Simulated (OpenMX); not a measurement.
Runs of OpenMX 3.8.5 on BaTiO3. The typed cell holds 5 atoms: a = 3.946 Å, b = 3.946 Å, c = 3.964 Å, α = 90.00°, β = 90.00°, γ = 90.00°. 

```csv
task,potentials or basis,cell,k mesh,gap on the mesh (eV),pressure (GPa),largest force (eV/Å)
single point,"OpenMX 2013 PBE set, Ba10.0-s3p2d2, Ti7.0-s3p2d2, O6.0-s2p2d1, grid cutoff 400 Ry","P1, 12.34 Å³/atom",5 × 5 × 5,1.77,12.8,(b)
band structure,"OpenMX 2013 PBE set, Ba10.0-s3p2d1, Ti7.0-s2p2d1, O6.0-s2p2, grid cutoff 400 Ry","P1, 12.86 Å³/atom",5 × 5 × 5,1.65,6.7,1.37
band structure,"OpenMX 2013 PBE set, Ba10.0-s3p2d2f1, Ti7.0-s3p2d2f1, O6.0-s3p2d2, grid cutoff 400 Ry","all atoms moved at random, sigma 0.05 Å a component",7 × 7 × 7,(a),3.6,1.31
single point,"OpenMX 2013 PBE set, Ba10.0-s3p2d2, Ti7.0-s3p2d2, O6.0-s2p2d1, grid cutoff 400 Ry","P1, 12.86 Å³/atom",5 × 5 × 5,1.67,4.7,1.27
band structure,"OpenMX 2013 PBE set, Ba10.0-s3p2d2, Ti7.0-s3p2d2, O6.0-s2p2d1, grid cutoff 400 Ry","P1, 12.86 Å³/atom",5 × 5 × 5,1.67,4.7,1.27
single point,"OpenMX 2013 PBE set, Ba10.0-s3p2d2, Ti7.0-s3p2d2, O6.0-s2p2d1, grid cutoff 400 Ry","P1, 11.83 Å³/atom",5 × 5 × 5,1.87,22.9,1.51
single point,"OpenMX 2013 PBE set, Ba10.0-s3p2d2, Ti7.0-s3p2d2, O6.0-s2p2d1, grid cutoff 400 Ry","P1, 11.31 Å³/atom",5 × 5 × 5,1.97,35.5,1.71
single point,"OpenMX 2013 PBE set, Ba10.0-s3p2d2, Ti7.0-s3p2d2, O6.0-s2p2d1, grid cutoff 400 Ry","all atoms moved at random, sigma 0.05 Å a component",7 × 7 × 7,(c),(d),1.27
single point,"OpenMX 2013 PBE set, Ba10.0-s3p2d2, Ti7.0-s3p2d2, O6.0-s2p2d1, grid cutoff 400 Ry","P1, 13.37 Å³/atom",5 × 5 × 5,1.58,-1.8,1.49
single point,"OpenMX 2013 PBE set, Ba10.0-s3p2d2, Ti7.0-s3p2d2, O6.0-s2p2d1, grid cutoff 400 Ry","P1, 13.88 Å³/atom",5 × 5 × 5,1.49,-6.9,1.70
```

Alike in all rows: level PBE; no spin polarisation; smearing fermi-dirac 0.05 eV.

Problem. Estimate the missing entries.

Solution. (a) 1.84; (b) 1.33; (c) 1.62; (d) 4.6.

Caveats: spin-orbit coupling is left out, which moves the levels of the heavy elements; the basis of atomic orbitals isn't converged, which shifts pressures, moduli and gaps; forces of over 1 eV/Å show positions far from the minimum, so gaps and moduli don't describe the material at rest; an odd mesh through Γ misses points on the zone boundary, where band edges often lie (some runs); the mesh misses the band edges, which the band path finds closer together (some runs); the transition metal has a single d function, too few for pressures, volumes and moments (some runs).

A k mesh can miss the band edges, and the runs leave out spin-orbit coupling on Ba.
